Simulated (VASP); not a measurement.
The system is GaP.

```
CELL_PARAMETERS angstrom
0.00000 2.72525 2.72525
2.72525 0.00000 2.72525
2.72525 2.72525 0.00000
ATOMIC_POSITIONS crystal
Ga 0.00000 0.00000 0.00000
P 0.75000 0.75000 0.75000
```

```yaml
Program: VASP 6.6.1
Task: relaxation of cell and atoms
Functional: PBE
Potentials_or_basis: VASP PAW PBE potentials, release 54 (Ga_d, P)
Cutoff: 600 eV
k_mesh: 8 × 8 × 8
Occupations: fermi-dirac, width 0.05 eV
Spin: no spin polarisation
```

At the start: pressure 2.4 GPa; volume 20.24 Å³/atom.

Question: Where does the relaxation end?

Answer: Over 6 steps the energy falls by 4.6 meV/atom and the volume is 20.86 Å³/atom (+3.0 %); space group F-43m (No. 216, to 0.05 Å).

Step by step:
```
step  energy change (eV)  largest force (eV/Å)  pressure (GPa)  volume (Å³)
   1              0.0000                0.0000            2.42        40.48
   2             -0.0073                0.0000           -1.04        42.30
   3             -0.0092                0.0000            0.05        41.72
   4             -0.0092                0.0000           -0.09        41.75
   5             -0.0092                0.0000            0.11        41.68
   6             -0.0092                0.0000           -0.03        41.71
```

Final structure:
```
Ga P
1.0
     0.00000    2.75265    2.75265
     2.75265    0.00000    2.75265
     2.75265    2.75265    0.00000
Ga P
1 1
Direct
  0.00000 0.00000 0.00000
  0.75000 0.75000 0.75000
```
